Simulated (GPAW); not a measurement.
# GaN (F-43m) in GPAW: notebook

One crystal, GaN, is run at these levels: PBE, M06-L; tasks: equation of state, band structure, dielectric tensor.

All numbers are computed with GPAW 26.7.0; they aren't measurements. Logs are shortened: lines on timing, memory, paths and dates and some standing lists are left out, and cuts for length are marked. The log counts tension as positive stress, the text compression.

**What was measured.**

From a printed reference work, textbook, for a bulk crystal of GaN at 0 K: band gap 3.299 eV (direct).

How close the calculation comes is told below.

## (1) The structure

The structure is cubic, space group F-43m (No. 216). The conventional cell has a = 4.507 Å, b = 4.507 Å, c = 4.507 Å, α = 90.00°, β = 90.00°, γ = 90.00°. Ga (site symmetry -43m) has 4 N at 1.95 Å as nearest neighbours. Around N (site symmetry -43m) lie 4 Ga at 1.95 Å.

The cell is a database's computed one.

## (2) Equation of state, PBE

Contents of run.py:

```python
from ase.eos import EquationOfState
from ase.io import Trajectory
from ase.spacegroup import crystal
from ase.units import GPa
from gpaw import GPAW

# Ga 4a
# N 4d
atoms = crystal(['Ga', 'N'],
                basis=[[0.0, 0.0, 0.0],
                       [0.25, 0.25, 0.75]],
                spacegroup=216, setting=1,  # F-43m
                cellpar=[4.50700122, 4.50700122, 4.50700122, 90.0, 90.0, 90.0],
                primitive_cell=True)

traj = Trajectory('eos.traj', 'w')
volumes, energies = [], []
for x in [0.94, 0.96, 0.98, 1.0, 1.02, 1.04, 1.06]:
    a = atoms.copy()
    a.set_cell(atoms.cell * x**(1 / 3), scale_atoms=True)
    calc = GPAW(mode='fd',
                h=0.16,
                xc='PBE',
                kpts={'size': (10, 10, 10), 'gamma': True},
                occupations={'name': 'fermi-dirac', 'width': 0.05},
                nbands=11,
                convergence={'density': 1e-05, 'energy': 1e-05},
                maxiter=150,
                txt=f'eos-{x:.2f}.txt')
    a.calc = calc
    energies.append(a.get_potential_energy(force_consistent=True))
    volumes.append(a.get_volume())
    calc.write(f'eos-{x:.2f}.gpw')
    traj.write(a)
    print(f'{x:.2f} {volumes[-1]:10.4f} A^3 {energies[-1]:14.6f} eV', flush=True)

v0, e0, B = EquationOfState(volumes, energies, eos='birchmurnaghan').fit()
print(f'V0 = {v0:.4f} A^3, E0 = {e0:.6f} eV, B0 = {B / GPa:.2f} GPa')
```

Potentials or basis: GPAW PAW data sets (gpaw-data 1.2.1), fd.

Launch:

```sh
OMP_NUM_THREADS=1 python run.py
```

The log of the run:

```text
__  _  _
 | _ |_)|_||  |
 |__||  | ||/\| - 26.7.0

Input parameters:
  mode=FD(),
  convergence={'density': 1e-05, 'energy': 1e-05},
  h=0.16,
  kpts=MonkhorstPack(size=(10, 10, 10), gamma=True),
  maxiter=150,
  nbands=11,
  occupations=Occupations(name='fermi-dirac', width=0.05),
  xc=XC(name='PBE')

Diagonalizing LCAO Hamiltonian
Converting LCAO to fd mode

                 N

       Ga

Atoms  # Å, Bohr magnetons
|   | symbol |        x |        y |        z |    initial magnetic moments |
|---|--------|----------|----------|----------|-----------------------------|
| 0 |     Ga | 0.000000 | 0.000000 | 0.000000 | ( 0.0000,  0.0000,  0.0000) |
| 1 |      N | 3.311247 | 3.311247 | 3.311247 | ( 0.0000,  0.0000,  0.0000) |

Unit cell  # Å
| periodic |        x |        y |        z |  lengths |    angles |
|----------|----------|----------|----------|----------|-----------|
|      yes | 0.000000 | 2.207498 | 2.207498 | 3.121873 | 60.000000 |
|      yes | 2.207498 | 0.000000 | 2.207498 | 3.121873 | 60.000000 |
|      yes | 2.207498 | 2.207498 | 0.000000 | 3.121873 | 60.000000 |

Number of symmetries: 24
Symmetry operations  # r_c * U_cc + t_c -> r_c
|    | kind |            matrix            |
|----|------|------------------------------|
|  0 |  E   |  1, 0, 0,  0, 1, 0,  0, 0, 1 |
|  1 |  σ   |  1, 0, 0,  0, 0, 1,  0, 1, 0 |
|  2 |  σ   |  1, 0,-1,  0, 1,-1,  0, 0,-1 |
|  3 |  C3  |  1, 0,-1,  0, 0,-1,  0, 1,-1 |
|  4 |  C3  |  1,-1, 0,  0,-1, 1,  0,-1, 0 |
|  5 |  σ   |  1,-1, 0,  0,-1, 0,  0,-1, 1 |
|  6 |  σ   |  0, 1, 0,  1, 0, 0,  0, 0, 1 |
|  7 |  C3  |  0, 1, 0,  0, 0, 1,  1, 0, 0 |
|  8 |  C2  |  0, 1,-1,  1, 0,-1,  0, 0,-1 |
|  9 |  S4  |  0, 1,-1,  0, 0,-1,  1, 0,-1 |
| 10 |  C3  |  0, 0, 1,  1, 0, 0,  0, 1, 0 |
| 11 |  σ   |  0, 0, 1,  0, 1, 0,  1, 0, 0 |
| 12 |  S4  |  0, 0,-1,  1, 0,-1,  0, 1,-1 |
| 13 |  C3  |  0, 0,-1,  0, 1,-1,  1, 0,-1 |
| 14 |  S4  |  0,-1, 1,  1,-1, 0,  0,-1, 0 |
| 15 |  C2  |  0,-1, 1,  0,-1, 0,  1,-1, 0 |
| 16 |  C3  |  0,-1, 0,  1,-1, 0,  0,-1, 1 |
| 17 |  S4  |  0,-1, 0,  0,-1, 1,  1,-1, 0 |
| 18 |  S4  | -1, 1, 0, -1, 0, 1, -1, 0, 0 |
| 19 |  C3  | -1, 1, 0, -1, 0, 0, -1, 0, 1 |
| 20 |  C3  | -1, 0, 1, -1, 1, 0, -1, 0, 0 |
| 21 |  S4  | -1, 0, 1, -1, 0, 0, -1, 1, 0 |
| 22 |  σ   | -1, 0, 0, -1, 1, 0, -1, 0, 1 |
| 23 |  C2  | -1, 0, 0, -1, 0, 1, -1, 1, 0 |

BZ-sampling:
  Number of BZ points: 1000
  Number of IBZ points: 47

  Monkhorst-Pack size: [10, 10, 10]
  Monkhorst-Pack shift: [0.05, 0.05, 0.05]

K-points  # in reciprocal-cell coordinates
|     |                                coordinates |     weight |
|-----|--------------------------------------------|------------|
|   0 | (  0.00000000,   0.00000000,   0.00000000) | 0.00100000 |
|   1 | (  0.10000000,   0.10000000,   0.00000000) | 0.00600000 |
|   2 | (  0.10000000,   0.10000000,   0.10000000) | 0.00800000 |
|   3 | (  0.20000000,   0.10000000,   0.10000000) | 0.01200000 |
|   4 | (  0.20000000,   0.20000000,   0.00000000) | 0.00600000 |
|   5 | (  0.20000000,   0.20000000,   0.10000000) | 0.02400000 |
|   6 | (  0.20000000,   0.20000000,   0.20000000) | 0.00800000 |
|   7 | (  0.30000000,   0.20000000,   0.10000000) | 0.02400000 |
|   8 | (  0.30000000,   0.20000000,   0.20000000) | 0.02400000 |
|   9 | (  0.30000000,   0.30000000,   0.00000000) | 0.00600000 |
| ... |                                            |            |
|  46 | (  0.50000000,   0.50000000,   0.50000000) | 0.00400000 |

Uniform wave function grid shape: (np.int64(16), np.int64(16), np.int64(16))
Spin-components: 1 (collinear spins)
Bands:           11
Projectors:      10
Spin-degeneracy: 2
Datatype:        complex128

Parallelization:
  kpt:    1
  domain: 1
  band:   1

Density:
  Valence electrons: 8.0
  Components: 1
  Grid points: [16 16 16]
  Charge: 0.0  # |e|

Potential:
  Grid points: [16 16 16]

species:
  Ga:
    name:    Gallium
    Z:       31.0
    valence: 3
    core:    28
    charge:  0.0  # [|e|]
    compensation charges:
      type: gauss
      rc: 0.37  # [Å]
      lmax: 2
    cutoffs:
      filter: 2.06  # [Å]
      core: 4.17  # [Å]
    projectors
    | kind |    occ | energy [eV] | rcut [Å] |
    |------|--------|-------------|----------|
    |   4s |  2.000 |      -8.945 |    1.164 |
    |   4p |  1.000 |      -2.580 |    1.164 |
    |    s |        |      18.266 |    1.164 |
    |    p |        |      24.631 |    1.164 |
    |    d |        |       0.000 |    1.164 |

    Using partial waves for Ga as LCAO basis

  N:
    name:    Nitrogen
    Z:       7.0
    valence: 5
    core:    2
    charge:  0.0  # [|e|]
    compensation charges:
      type: gauss
      rc: 0.18  # [Å]
      lmax: 2
    cutoffs:
      filter: 1.11  # [Å]
      core: 0.96  # [Å]
    projectors
    | kind |    occ | energy [eV] | rcut [Å] |
    |------|--------|-------------|----------|
    |   2s |  2.000 |     -18.583 |    0.603 |
    |   2p |  3.000 |      -7.089 |    0.529 |
    |    s |        |       8.629 |    0.603 |
    |    p |        |      20.123 |    0.529 |
    |    d |        |       0.000 |    0.577 |

    Using partial waves for N as LCAO basis

Reference energy: -54366.393033  # eV

eigensolver:
  PPCG
  Converge bands: occupied
  niter=2

density mixing:
  MSR1-Mixer
  Pratt-step length: 0.05
  Maximum mixing coefficient: 0.75
  Old densities: 10
  SVD Regularization: 0.005
  Good broyden scale: 1.0
  Trust region scale: 1.0
  Backstep threshold: 4.0
  History deletion threshold: 6.0
  Fourier metric: weight=20.0, sigma=0.015

occupation numbers:
  Fermi-Dirac:
    width: 0.0500  # eV

FastPoissonSolver using
    Stencil: 12*3+1=37 point O(h^6) finite-difference Laplacian
    FFT axes: [np.int64(0), np.int64(1), np.int64(2)]
    FST axes: []

xc functional:
  name: PBE with 2 nearest neighbor stencil
interpolation: tri-quintic # 5. degree polynomial

convergence criteria:
- Maximum integral of absolute [dens]ity change: 1e-05 electrons / valence electron
- Maximum [total energy] change in last 3 cyles: 1e-05 eV / valence electron
- Maximum integral of absolute [eigenst]ate change: 4e-08 eV^2 / valence electron
maximum number of iterations: 150

SCF iterations
|iter     | |      energy | eigst |  dens |
|---------|-|-------------|-------|-------|
|iter:   1| |  -13.917237 | +0.47 |       |
|iter:   2| |  -13.404183 | -0.98 | -0.56 |
|iter:   3| |  -11.945522 | -0.21 | -0.61 |
|iter:   4| |  -11.948173 | -1.88 | -1.31 |
|iter:   5| |  -11.950450 | -2.52 | -1.58 |
|iter:   6| |  -11.950493 | -4.17 | -2.79 |
|iter:   7| |  -11.950507c| -5.24 | -3.23 |
|iter:   8| |  -11.950507c| -6.53 | -4.14 |
|iter:   9| |  -11.950507c| -7.73c| -4.82 |
|iter:  10| |  -11.950507c| -8.20c| -5.51c|

Converged in 10 steps
Energy contributions relative to reference atoms: (reference = -54366.393033)

Energy contributions:
  Kinetic:          46.047540
  Coulomb:         -40.536173
  Zero:              0.588848
  External:          0.000000
  Xc:              -18.050721
  Entropy:          -0.000000
  Spinorbit:         0.000000
  ----------------------------
  Free energy:     -11.950507
  Extrapolated:    -11.950507

dipole moment: (-9.862665, -9.862665, -9.862665)  # |e|*Ang

Fermi level: 8.492
Eigenvalues  # (at kpt = [0.000, 0.000, 0.000])
| band index |      eig [eV] | occ [0-2] |
|------------|---------------|-----------|
|          0 |        -9.221 |     2.000 |
|          1 |         7.141 |     2.000 |
|          2 |         7.141 |     2.000 |
|          3 |         7.152 |     2.000 |
|          4 |         9.428 |     0.000 |
|          5 |        17.979 |     0.000 |
|          6 |        17.979 |     0.000 |
|          7 |        17.979 |     0.000 |
|          8 |        25.695 |     0.000 |
|          9 |        26.017 |     0.000 |
|         10 |        26.023 |     0.000 |

Gap: 2.276 eV
Transition (v -> c):
  (s=0, k=0, n=3, [0.00, 0.00, 0.00]) -> (s=0, k=0, n=4, [0.00, 0.00, 0.00])
No difference between direct/indirect transitions
# Writing to eos-0.94.gpw (mode='')
```

Wall time 96 s (1 thread of Arm Neoverse V2, shared host); peak memory 0.47 GiB.

What came out:

- Equilibrium volume: 12.15 Å³/atom (rough: see the caveat)
- Bulk modulus: 197 GPa (rough)

Energy against volume, from the lowest point:
```csv
volume (Å³/atom),energy (meV/atom)
10.757,120.77
10.986,81.59
11.215,50.93
11.444,28.09
11.673,12.49
11.902,3.39
12.131,0.00
```

Caveat: the data sets keep Ga 3d, Li 1s and Be 1s frozen, and some such compounds lay over 1.5 % in volume off other programs; the real-space grid adds noise to forces; the minimum lies outside the volumes run.

## (3) Band structure, PBE

Contents of run.py:

```python
from ase.dft.bandgap import bandgap
from ase.io import read, write
from gpaw import GPAW

atoms = read('GaN.cif')

calc = GPAW(mode='fd',
            h=0.16,
            xc='PBE',
            kpts={'size': (10, 10, 10), 'gamma': True},
            occupations={'name': 'fermi-dirac', 'width': 0.05},
            nbands=11,
            convergence={'density': 1e-05, 'energy': 1e-05},
            maxiter=150,
            txt='gpaw.txt')
atoms.calc = calc
energy = atoms.get_potential_energy()
forces = atoms.get_forces()
calc.write('gs.gpw')
write('result.traj', atoms)
print(f'Energy: {energy:.6f} eV')
print('Forces (eV/A):')
print(forces.round(4))
print('Fermi level:', round(calc.get_fermi_level(), 4), 'eV')
print(f'Gap: {bandgap(calc)[0]:.4f} eV, direct: {bandgap(calc, direct=True)[0]:.4f} eV')

path = atoms.cell.bandpath('GXWKGLUWLK,UX', npoints=60, eps=1e-4)
bs_calc = calc.fixed_density(kpts=path, symmetry='off', nbands=19,
                             convergence={'bands': 'CBM+6.0', 'eigenstates': 1e-6}, txt='bands.txt')
bs = bs_calc.band_structure()
bs.write('bs.json')
print(f'Gap on the path: {bandgap(bs_calc)[0]:.4f} eV')
```

Contents of GaN.cif:

```cif
data_GaN
_cell_length_a 3.18693112
_cell_length_b 3.18693112
_cell_length_c 3.18693112
_cell_angle_alpha 60.00000000
_cell_angle_beta 60.00000000
_cell_angle_gamma 60.00000000
_space_group_name_H-M_alt 'P1'
_space_group_name_Hall 'P 1'
_space_group_IT_number 1
loop_
_space_group_symop_operation_xyz
'x,y,z'
loop_
_atom_site_label
_atom_site_type_symbol
_atom_site_symmetry_multiplicity
_atom_site_Wyckoff_symbol
_atom_site_fract_x
_atom_site_fract_y
_atom_site_fract_z
_atom_site_occupancy
Ga1 Ga 1 a 0.0000000000 0.0000000000 0.0000000000 1
N1 N 1 a 0.2500000000 0.2500000000 0.2500000000 1
```

Potentials or basis: GPAW PAW data sets (gpaw-data 1.2.1), fd.

Launch:

```sh
OMP_NUM_THREADS=1 python run.py
```

Wall time 38 s (1 thread of Arm Neoverse V2, shared host); peak memory 0.34 GiB.

It converged, with:

| Item | Value |
| --- | --- |
| Free energy | -12.1359 eV |
| Band gap on the k mesh | 1.86 eV, direct |
| Band gap along the path | 1.86 eV, direct |

Levels at the corners of the path, in eV from the valence-band top:
| point | band 1 | band 2 | band 3 | band 4 | band 5 | band 6 |
| --- | --- | --- | --- | --- | --- | --- |
| Γ | -15.83 | -0.01 | -0.01 | 0.00 | 1.86 | 10.41 |
| X | -12.80 | -6.17 | -2.65 | -2.65 | 3.40 | 6.76 |
| W | -12.70 | -5.62 | -3.75 | -3.57 | 6.30 | 8.50 |
| K | -12.80 | -5.82 | -4.25 | -2.14 | 5.07 | 7.97 |
| Γ | -15.83 | -0.01 | -0.01 | 0.00 | 1.86 | 10.41 |
| L | -13.54 | -6.97 | -0.96 | -0.96 | 4.76 | 8.81 |
| U | -12.80 | -5.82 | -4.25 | -2.14 | 5.07 | 7.97 |
| W | -12.70 | -5.62 | -3.75 | -3.57 | 6.30 | 8.50 |
| L | -13.54 | -6.97 | -0.96 | -0.96 | 4.76 | 8.81 |
| K | -12.80 | -5.82 | -4.25 | -2.14 | 5.07 | 7.97 |
| U | -12.80 | -5.82 | -4.25 | -2.14 | 5.07 | 7.97 |
| X | -12.80 | -6.17 | -2.65 | -2.65 | 3.40 | 6.76 |

Caveat: the real-space grid adds noise to forces.

(Part 1 of 2 ends here.)
